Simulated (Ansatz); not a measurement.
# fcc Pt(111) / fcc Ir(111) interface: transmission and 2AR, part 2 of 3

Wanted: 2AR for the fcc Pt(111) / fcc Ir(111) interface, at several levels.

Ansatz 0.2.0; Ansatz plane-wave DFT, PBE, PAW files; ballistic transport by layer matching (Landauer), zero bias; PAW set soft_1 (the session's first sound run).

So far, transmission per spin nearest the Fermi level: step 2 (transmission: PBE) 0.946.

**4. Transmission: PBE, coarse mesh, least span asked of the mesh across the current 40 Å**

The same cell on a mesh a third as fine shows what a quick run would give. To save time only the energies from -0.06 to 0.06 eV are solved. The mesh is 18×18 and the cutoff, the files' own for this level, 420 eV.

This step: Ansatz plane-wave DFT, PBE, PAW files; ballistic transport by layer matching (Landauer), zero bias; PAW set soft_1 (Ansatz 0.2.0).

File input.yaml:

```yaml
crystal:
  lattice:
    - [2.7439985751, 0.0, 0.0]
    - [-1.3719992875, 2.376372474, 0.0]
    - [0.0, 0.0, 40.3420154922]
  atoms:
    - { symbol: Pt, position: [0.0, 0.0, 0.0247880526] }
    - { symbol: Pt, position: [0.3333333333, 0.6666666667, 0.0821125622] }
    - { symbol: Pt, position: [0.6666666667, 0.3333333333, 0.1394370719] }
    - { symbol: Pt, position: [0.0, 0.0, 0.1967615816] }
    - { symbol: Pt, position: [0.3333333333, 0.6666666667, 0.2540860913] }
    - { symbol: Pt, position: [0.6666666667, 0.3333333333, 0.3114106009] }
    - { symbol: Pt, position: [0.0, 0.0, 0.3687351106] }
    - { symbol: Pt, position: [0.3333333333, 0.6666666667, 0.4260596203] }
    - { symbol: Pt, position: [0.6666666667, 0.3333333333, 0.48338413] }
    - { symbol: Ir, position: [0.0, 0.0, 0.5389396855] }
    - { symbol: Ir, position: [0.3333333333, 0.6666666667, 0.5927262869] }
    - { symbol: Ir, position: [0.6666666667, 0.3333333333, 0.6465128884] }
    - { symbol: Ir, position: [0.0, 0.0, 0.7002994898] }
    - { symbol: Ir, position: [0.3333333333, 0.6666666667, 0.7540860913] }
    - { symbol: Ir, position: [0.6666666667, 0.3333333333, 0.8078726927] }
    - { symbol: Ir, position: [0.0, 0.0, 0.8616592941] }
    - { symbol: Ir, position: [0.3333333333, 0.6666666667, 0.9154458956] }
    - { symbol: Ir, position: [0.6666666667, 0.3333333333, 0.969232497] }
kpoints:
  mp_grid: { grid: [16, 16, 1] }
hamiltonian:
  xc: pbe
  pseudopotentials: { kind: paw, azcp: { folder: soft_1 } }
scf:
  occupations: { method: fermi_dirac, width: 0.1 }
output:
  transmission:
    leads: [[3, 4], [12, 13]]
    kmesh: [18, 18]
    e_range: [-0.06, 0.06]
    de: 0.04
  write_potential: true
  write_density: true
  volumetric_format: npy
```

On the command line:

```sh
> ansatz run input.yaml --threads 4 --pin off --max-ram 15360MiB --backend cpu --events-out ev --progress --plain --runs-dir out
```

Numbers of over 12 decimals in the logs are rounded to 6 here.

Output:

```text
[...]
Crystal: 18 atoms, lattice volume = 263.061 Å³
Basis set: ecut = 420 eV, 5169 PW (Γ)
Bands: 189, of which v1, the nominal top of the filled ones, is band 158 counted from 1 (157 counted from 0)
Symmetry: 12 space group operations
[...]
k-points: 30 of 256
[...]
SCF iter   1: F=—  HF=-220173.530086 eV  |F-HF|=—  |Δ(HF+E_count)|=         —  Δρ=1.92e-1  dr2=7.35e3  ethr=3.10e-3  ⟨swp⟩=5.2  Hψ=18194  notcnv=0  defer=149
[...]
SCF iter  11: F=-220153.772812 eV  HF=-220153.772812 eV  |F-HF|=8.94e-8  |Δ(HF+E_count)|=   7.80e-9  Δρ=9.21e-7  dr2=9.02e-8  ethr=3.17e-11  ⟨swp⟩=9.3  Hψ=15296  notcnv=0
SCF 1 converged in 11 iterations: F = -220153.772812 eV  dr2 = 9.02e-8
[...]
transmission: 148 of 1480 steps passed
transmission: 296 of 1480 steps passed
[...]
transmission: 1480 of 1480 steps passed
SCF converged after 11 iterations
Free energy (F): -220153.772812 eV
[...]
Internal energy: -220153.002551 eV  (E = F + TS)
E sigma→0 (E₀):  -220153.387681 eV
Entropy (-TS):   -0.770261 eV (-42.792 meV/atom)
Fermi energy:    24.567931 eV
[...]
--- Band table (eV; the first three rows and the last of 30) ---
  k-point 0: bands = [... 154 lower, 23.1994, 23.2868, 23.2868, 23.3742, 23.3742, 23.4107, 23.4111, 23.4526, ... 27 higher]
  k-point 1: bands = [... 154 lower, 23.1602, 23.1997, 23.2595, 23.2761, 23.3509, 23.3713, 23.4171, 23.4628, ... 27 higher]
  k-point 2: bands = [... 154 lower, 23.0926, 23.1231, 23.2410, 23.3334, 23.3367, 23.4571, 23.5051, 23.6265, ... 27 higher]
  k-point 29: bands = [... 154 lower, 24.7200, 24.9132, 24.9439, 24.9607, 25.1430, 25.1510, 25.1560, 25.3807, ... 27 higher]
--- Transmission ---
  basis      : 55 plane waves across, 40 finite elements along
  points     : 37, standing for a mesh of 18 x 18
[...]
channels       : 1.592593e0 a spin
    conductance    : none, the energies end too early or step too widely for 300 K: set another output.transmission.e_range or a lower de, or, where they end at an eighth of basis.ecutwfc, a higher one
    slowest decay  : 0.0200 /Å at (0.0000, 0.0000)
[...]
channels       : 1.561728e0 a spin
[...]
slowest decay  : 0.0946 /Å at (0.3333, 0.3333)
  junction   : crystal 0 to crystal 1, 10.71 to 28.64 Å
    transmission   : 9.299991e-1 a spin
[...]
```

Run time: 46 s. Hardware: 4 threads of Arm Neoverse V1, shared host; peak memory 1.8 GiB; 2.9 min of CPU time.

The run finished; it serves as a test, and its numbers are not taken as the result.

**5. Resistance: PBE, coarse mesh**

This step: Ansatz plane-wave DFT, PBE, PAW files; ballistic transport by layer matching (Landauer), zero bias; specific resistance of one interface, 1/T less the mean of the leads' 1/N; PAW set soft_1 (Ansatz 0.2.0).

Numbers from this step:

```yaml
area_resistance: 0.3703 fΩ m²
t_over_the_leads_mean_channel_count: 0.5911
twice_the_interface_resistance_2ar_or_2ar_star_for_magnets: 0.7406 fΩ m²
```

Twice the interface resistance is 0.741 fΩ m² here, against 0.732 in the first run; 59.1 % of the two leads' mean channel count pass, 59.4 % before.

**6. Transmission: LDA**

The functional changes to LDA at the same atoms, which shifts d bands against the Fermi level. To save time only the energies from -0.06 to 0.06 eV are solved. The mesh is 52×52 and the cutoff, the files' own for this level, 420 eV.

This step: Ansatz plane-wave DFT, LDA, PAW files; ballistic transport by layer matching (Landauer), zero bias; PAW set soft_1 (Ansatz 0.2.0).

input.yaml: that of step 4 with these lines changed.

```diff
@@ -27,4 +27,4 @@
 hamiltonian:
-  xc: pbe
-  pseudopotentials: { kind: paw, azcp: { folder: soft_1 } }
+  xc: lda
+  pseudopotentials: { kind: paw, azcp: { folder: soft_1 }, xc_functional: pbe }
 scf:
@@ -34,3 +34,3 @@
     leads: [[3, 4], [12, 13]]
-    kmesh: [18, 18]
+    kmesh: [52, 52]
     e_range: [-0.06, 0.06]
```

Output:

```text
[...]
Crystal: 18 atoms, lattice volume = 263.061 Å³
Basis set: ecut = 420 eV, 5169 PW (Γ)
Bands: 189, of which v1, the nominal top of the filled ones, is band 158 counted from 1 (157 counted from 0)
Symmetry: 12 space group operations
[...]
k-points: 30 of 256
[...]
SCF iter   1: F=—  HF=-215218.884006 eV  |F-HF|=—  |Δ(HF+E_count)|=         —  Δρ=1.97e-1  dr2=7.50e3  ethr=3.10e-3  ⟨swp⟩=5.1  Hψ=18185  notcnv=0  defer=157
[...]
SCF iter  12: F=-215197.496456 eV  HF=-215197.496456 eV  |F-HF|=8.56e-9  |Δ(HF+E_count)|=  8.44e-10  Δρ=2.97e-7  dr2=8.60e-9  ethr=3.17e-11  ⟨swp⟩=1.1  Hψ=5793  notcnv=0
SCF 1 converged in 12 iterations: F = -215197.496456 eV  dr2 = 8.60e-9
[...]
transmission: 1008 of 10080 steps passed
transmission: 2016 of 10080 steps passed
[...]
transmission: 10080 of 10080 steps passed
SCF converged after 12 iterations
Free energy (F): -215197.496456 eV
[...]
Internal energy: -215196.723498 eV  (E = F + TS)
E sigma→0 (E₀):  -215197.109977 eV
Entropy (-TS):   -0.772958 eV (-42.942 meV/atom)
Fermi energy:    24.203069 eV
[...]
--- Band table (eV; the first three rows and the last of 30) ---
  k-point 0: bands = [... 154 lower, 22.8419, 22.9315, 22.9315, 23.0196, 23.0196, 23.0334, 23.0461, 23.0926, ... 27 higher]
  k-point 1: bands = [... 154 lower, 22.8048, 22.8445, 22.9019, 22.9175, 22.9937, 23.0163, 23.0613, 23.1082, ... 27 higher]
  k-point 2: bands = [... 154 lower, 22.7371, 22.7684, 22.8769, 22.9773, 22.9810, 23.0852, 23.1510, 23.2685, ... 27 higher]
  k-point 29: bands = [... 154 lower, 24.3447, 24.5374, 24.5688, 24.5857, 24.7681, 24.7760, 24.7796, 25.0038, ... 27 higher]
--- Transmission ---
  basis      : 55 plane waves across, 40 finite elements along
  points     : 252, standing for a mesh of 52 x 52
[...]
channels       : 1.634985e0 a spin
[...]
slowest decay  : 0.0599 /Å at (0.3462, 0.2885)
[...]
channels       : 1.607249e0 a spin
[...]
slowest decay  : 0.0127 /Å at (0.3462, 0.3077)
  junction   : crystal 0 to crystal 1, 10.71 to 28.64 Å
    transmission   : 9.612880e-1 a spin
[...]
```

It took 1.7 min on 4 threads; peak memory 1.8 GiB; 5.7 min of CPU time.

Numbers from this step:

```yaml
free_energy: -215197.4965 eV
energy_at_zero_smearing: -215197.1100 eV
fermi_energy: 24.20 eV
step_of_the_lead_s_potential: 3 meV
```

Per spin. The transmission, zone mean by energy, zero at the Fermi level:

```csv
energy (eV),"transmission, zone mean"
-0.0600,1.01
-0.0200,0.961
0.0200,0.922
0.0600,0.880
```

Over the solved energies the transmission per spin lies between 0.880 and 1.01, out of 1.57 channels of the lead on average (up to 1.76).

**7. Resistance: LDA**

This step: Ansatz plane-wave DFT, LDA, PAW files; ballistic transport by layer matching (Landauer), zero bias; specific resistance of one interface, 1/T less the mean of the leads' 1/N; PAW set soft_1 (Ansatz 0.2.0).

Numbers from this step:

- area resistance: 0.3620 fΩ m²
- T over the leads' mean channel count: 0.5943
- twice the interface resistance (2AR, or 2AR* for magnets): 0.7241 fΩ m²

Twice the interface resistance is 0.724 fΩ m² here, against 0.732 in the first run; 59.4 % of the two leads' mean channel count pass, 59.4 % before.

**8. Transmission: r2SCAN, cutoff 500 eV**

The same with r2SCAN, the dearer rung. To save time only the energies from -0.06 to 0.06 eV are solved. The mesh is 52×52 and the cutoff, the files' own for this level, 500 eV.

This step: Ansatz plane-wave DFT, r2SCAN, PAW files; ballistic transport by layer matching (Landauer), zero bias; PAW set soft_1 (Ansatz 0.2.0).

input.yaml: that of step 6 with these lines changed.

```diff
@@ -27,4 +27,4 @@
 hamiltonian:
-  xc: lda
-  pseudopotentials: { kind: paw, azcp: { folder: soft_1 }, xc_functional: pbe }
+  xc: r2scan
+  pseudopotentials: { kind: paw, azcp: { folder: soft_1 } }
 scf:
```

Output:

```text
[...]
Crystal: 18 atoms, lattice volume = 263.061 Å³
Basis set: ecut = 500 eV, 6495 PW (Γ), exchange–correlation on 96×96×1200 points (64 copies of the dense FFT grid, shifted against one another)
Bands: 189, of which v1, the nominal top of the filled ones, is band 158 counted from 1 (157 counted from 0)
Symmetry: 12 space group operations
[...]
k-points: 30 of 256
[...]
SCF iter   1: F=—  HF=-220409.777812 eV  |F-HF|=—  |Δ(HF+E_count)|=         —  Δρ=1.77e-1  dr2=6.51e3  dr2_τ=1.20e1  ethr=3.10e-3  ⟨swp⟩=5.5  Hψ=18636  notcnv=0  defer=129
[...]
SCF iter  19: F=-220394.755282 eV  HF=-220394.755282 eV  |F-HF|=1.26e-8  |Δ(HF+E_count)|=  5.82e-11  Δρ=7.09e-7  dr2=1.35e-8  dr2_τ=4.79e-10  ethr=3.17e-11  ⟨swp⟩=1.9  Hψ=6213  notcnv=0
SCF 1 converged in 19 iterations: F = -220394.755282 eV  dr2 = 1.35e-8
[...]
transmission: 1008 of 10080 steps passed
transmission: 2016 of 10080 steps passed
[...]
transmission: 10080 of 10080 steps passed
SCF converged after 19 iterations
Free energy (F): -220394.755282 eV
[...]
Internal energy: -220394.019790 eV  (E = F + TS)
E sigma→0 (E₀):  -220394.387536 eV
Entropy (-TS):   -0.735492 eV (-40.861 meV/atom)
Fermi energy:    24.306093 eV
[...]
--- Band table (eV; the first three rows and the last of 30) ---
  k-point 0: bands = [... 154 lower, 22.8499, 22.9305, 22.9305, 23.0187, 23.0187, 23.1252, 23.1252, 23.2420, ... 27 higher]
  k-point 1: bands = [... 154 lower, 22.8028, 22.8415, 22.9341, 23.0024, 23.0194, 23.0361, 23.0838, 23.1119, ... 27 higher]
  k-point 2: bands = [... 154 lower, 22.7315, 22.7601, 22.9120, 22.9858, 22.9900, 23.1570, 23.1666, 23.2965, ... 27 higher]
  k-point 29: bands = [... 154 lower, 24.4935, 24.6971, 24.7253, 24.7429, 24.9308, 24.9396, 24.9509, 25.1856, ... 27 higher]
--- Transmission ---
  basis      : 61 plane waves across, 40 finite elements along
  points     : 252, standing for a mesh of 52 x 52
[...]
channels       : 1.531065e0 a spin
[...]
slowest decay  : 0.0381 /Å at (0.3269, 0.3077)
[...]
channels       : 1.576183e0 a spin
[...]
slowest decay  : 0.0431 /Å at (0.3846, 0.2115)
  junction   : crystal 0 to crystal 1, 10.71 to 28.64 Å
    transmission   : 9.266599e-1 a spin
[...]
```

Elapsed: 3 min, on 4 threads; peak memory 2.7 GiB; 11 min of CPU time.

This step gave:

```
free energy                        : -220394.7553 eV
energy at zero smearing            : -220394.3875 eV
Fermi energy                       : 24.31 eV
step of the lead's potential       : 3.1 meV
step of the upper lead's potential : 2 meV
```

Per spin. Table of transmission, zone mean by energy, zero at the Fermi level:

```csv
energy (eV),"transmission, zone mean"
-0.0600,0.960
-0.0200,0.927
0.0200,0.907
0.0600,0.875
```

Over the solved energies the transmission per spin lies between 0.875 and 0.960, out of 1.50 channels of the lead on average (up to 1.67).

Between step 2 and this run (r2SCAN and cutoff 500 eV) the value for the transmission per spin nearest the Fermi level moves from 0.946 to 0.927 (-2 %).

**9. Resistance: r2SCAN**

This step: Ansatz plane-wave DFT, r2SCAN, PAW files; ballistic transport by layer matching (Landauer), zero bias; specific resistance of one interface, 1/T less the mean of the leads' 1/N; PAW set soft_1 (Ansatz 0.2.0).

Numbers from this step:

| Quantity | Value |
| --- | --- |
| area resistance | 0.3706 fΩ m² |
| T over the leads' mean channel count | 0.5957 |
| twice the interface resistance (2AR, or 2AR* for magnets) | 0.7411 fΩ m² |

Twice the interface resistance is 0.741 fΩ m² here, against 0.732 in the first run; 59.6 % of the two leads' mean channel count pass, 59.4 % before.

**10. Transmission: PBE on the lower metal's lattice, k-mesh 15×15×1, in plane spacing 2.7731 Å**

The common lattice is now the lower metal's own, which puts all the misfit on the upper one. To save time only the energies from -0.06 to 0.06 eV are solved. The mesh is 50×50 and the cutoff, the files' own for this level, 420 eV.

This step: Ansatz plane-wave DFT, PBE, PAW files; ballistic transport by layer matching (Landauer), zero bias; PAW set soft_1 (Ansatz 0.2.0).

The cell differs from the one that the last finished run ended in (a 2.744 → 2.773 Å, b 2.744 → 2.773 Å, c 40.342 → 39.499 Å).

File input.yaml:

```yaml
crystal:
  lattice:
    - [2.7731313745, 0.0, 0.0]
    - [-1.3865656872, 2.4016022183, 0.0]
    - [0.0, 0.0, 39.4988513385]
  atoms:
    - { symbol: Pt, position: [0.0, 0.0, 0.0253171919] }
    - { symbol: Pt, position: [0.3333333333, 0.6666666667, 0.0826417016] }
    - { symbol: Pt, position: [0.6666666667, 0.3333333333, 0.1399662113] }
    - { symbol: Pt, position: [0.0, 0.0, 0.1972907209] }
    - { symbol: Pt, position: [0.3333333333, 0.6666666667, 0.2546152306] }
    - { symbol: Pt, position: [0.6666666667, 0.3333333333, 0.3119397403] }
    - { symbol: Pt, position: [0.0, 0.0, 0.36926425] }
    - { symbol: Pt, position: [0.3333333333, 0.6666666667, 0.4265887596] }
    - { symbol: Pt, position: [0.6666666667, 0.3333333333, 0.4839132693] }
    - { symbol: Ir, position: [0.0, 0.0, 0.5394688249] }
    - { symbol: Ir, position: [0.3333333333, 0.6666666667, 0.5932554263] }
    - { symbol: Ir, position: [0.6666666667, 0.3333333333, 0.6470420277] }
    - { symbol: Ir, position: [0.0, 0.0, 0.7008286292] }
    - { symbol: Ir, position: [0.3333333333, 0.6666666667, 0.7546152306] }
    - { symbol: Ir, position: [0.6666666667, 0.3333333333, 0.8084018321] }
    - { symbol: Ir, position: [0.0, 0.0, 0.8621884335] }
    - { symbol: Ir, position: [0.3333333333, 0.6666666667, 0.9159750349] }
    - { symbol: Ir, position: [0.6666666667, 0.3333333333, 0.9697616364] }
kpoints:
  mp_grid: { grid: [15, 15, 1] }
hamiltonian:
  xc: pbe
  pseudopotentials: { kind: paw, azcp: { folder: soft_1 } }
scf:
  occupations: { method: fermi_dirac, width: 0.1 }
output:
  transmission:
    leads: [[3, 4], [12, 13]]
    kmesh: [50, 50]
    e_range: [-0.06, 0.06]
    de: 0.04
  write_potential: true
  write_density: true
  volumetric_format: npy
```

Output:

```text
[...]
Crystal: 18 atoms, lattice volume = 263.061 Å³
Basis set: ecut = 420 eV, 5161 PW (Γ)
Bands: 189, of which v1, the nominal top of the filled ones, is band 158 counted from 1 (157 counted from 0)
Symmetry: 12 space group operations
[...]
k-points: 27 of 225
[...]
SCF iter   1: F=—  HF=-220173.523820 eV  |F-HF|=—  |Δ(HF+E_count)|=         —  Δρ=1.93e-1  dr2=7.10e3  ethr=3.10e-3  ⟨swp⟩=5.3  Hψ=16308  notcnv=0  defer=131
[...]
SCF iter  11: F=-220153.430027 eV  HF=-220153.430028 eV  |F-HF|=6.42e-8  |Δ(HF+E_count)|=   4.66e-9  Δρ=1.09e-6  dr2=6.58e-8  ethr=3.17e-11  ⟨swp⟩=9.2  Hψ=14229  notcnv=0
SCF 1 converged in 11 iterations: F = -220153.430027 eV  dr2 = 6.58e-8
[...]
transmission: 913 of 9126 steps passed
transmission: 1826 of 9126 steps passed
[...]
transmission: 9126 of 9126 steps passed
SCF converged after 11 iterations
Free energy (F): -220153.430027 eV
[...]
Internal energy: -220152.674296 eV  (E = F + TS)
E sigma→0 (E₀):  -220153.052162 eV
Entropy (-TS):   -0.755732 eV (-41.985 meV/atom)
Fermi energy:    24.568321 eV
[...]
--- Band table (eV; the first three rows and the last of 27) ---
  k-point 0: bands = [... 154 lower, 23.1321, 23.2974, 23.2974, 23.3383, 23.3383, 23.4137, 23.4137, 23.4560, ... 27 higher]
  k-point 1: bands = [... 154 lower, 23.1396, 23.1672, 23.1879, 23.3307, 23.3561, 23.4278, 23.4518, 23.4786, ... 27 higher]
  k-point 2: bands = [... 154 lower, 23.1170, 23.1241, 23.1442, 23.3304, 23.3675, 23.4551, 23.5307, 23.6391, ... 27 higher]
  k-point 26: bands = [... 154 lower, 24.7271, 24.7595, 24.9496, 24.9496, 24.9712, 25.1538, 25.1538, 25.1547, ... 27 higher]
--- Transmission ---
  basis      : 61 plane waves across, 39 finite elements along
  points     : 234, standing for a mesh of 50 x 50
[...]
channels       : 1.824800e0 a spin
[...]
slowest decay  : 0.0413 /Å at (0.3600, 0.2800)
[...]
channels       : 1.582400e0 a spin
[...]
slowest decay  : 0.0341 /Å at (0.4000, 0.1800)
  junction   : crystal 0 to crystal 1, 10.49 to 28.05 Å
    transmission   : 1.015795e0 a spin
[...]
```

The job ended after 88 s (4 threads; peak memory 1.8 GiB; 5.2 min of CPU time).

Numbers from this step:

| Quantity | Value |
| --- | --- |
| free energy | -220153.4300 eV |
| energy at zero smearing | -220153.0522 eV |
| Fermi energy | 24.57 eV |
| cell area | 6.660 Å² |
| step of the lead's potential | 4.1 meV |
| step of the upper lead's potential | 2.6 meV |

Per spin. Table of transmission, zone mean by energy, zero at the Fermi level:

```csv
energy (eV),"transmission, zone mean"
-0.0600,1.04
-0.0200,1.02
0.0200,0.981
0.0600,0.933
```

Over the solved energies the transmission per spin lies between 0.933 and 1.04, out of 1.73 channels of the lead on average (up to 1.88).

**11. Resistance: PBE on the lower metal's lattice**

This step: Ansatz plane-wave DFT, PBE, PAW files; ballistic transport by layer matching (Landauer), zero bias; specific resistance of one interface, 1/T less the mean of the leads' 1/N; PAW set soft_1 (Ansatz 0.2.0).

This step gave:

* area resistance: 0.3496 fΩ m²
* T over the leads' mean channel count: 0.5952
* twice the interface resistance (2AR, or 2AR* for magnets): 0.6992 fΩ m²

Twice the interface resistance is 0.699 fΩ m² here, against 0.732 in the first run; 59.5 % of the two leads' mean channel count pass, 59.4 % before.

[end of part 2 of 3]

[Logs are printed without paths, hosts, clocks, repeated set-up lines and the standing remarks that a program may print on its own settings, such as how far it seeks lower states.]

[Hosts, paths, dates, database ids (printed as entryN), source tags and the programs' standing remarks are cut or masked in the printed files.]
